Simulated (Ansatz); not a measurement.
KMgF3:

```
K Mg F
1.0
     3.98590    0.00000    0.00000
     0.00000    3.98590    0.00000
     0.00000    0.00000    3.98590
K Mg F
1 1 3
Direct
  0.50000 0.50000 0.50000
  0.00000 0.00000 0.00000
  0.00000 0.00000 0.50000
  0.00000 0.50000 0.00000
  0.50000 0.00000 0.00000
```

Base run:

| Quantity | Value |
| --- | --- |
| Program | Ansatz 0.2.0 |
| Functional | LDA |
| Potentials or basis | Ansatz PAW |
| Cutoff | 420 eV (not typed: the program's choice for these potentials) |
| k mesh | 7 × 7 × 7 |
| Occupations | fermi-dirac, width 0.05 eV |
| Spin | no spin polarisation |

Its results: band gap on the k mesh 7.02 eV, indirect (least direct gap 7.31 eV); pressure -4.5 GPa.

**Question.** The run is repeated on the same cell with these changes: functional from LDA to PBEsol. What comes out?

**Answer.** Band gap on the k mesh 7.18 eV, indirect (least direct gap 7.47 eV); pressure 0.3 GPa.

PBEsol binds less tightly than LDA, so the same cell stands under more pressure.

Caveats: the PAW data sets come from PBE, with cores solved anew for the run's functional, which leaves a small shift of forces and pressure.

A k mesh can miss the band edges.
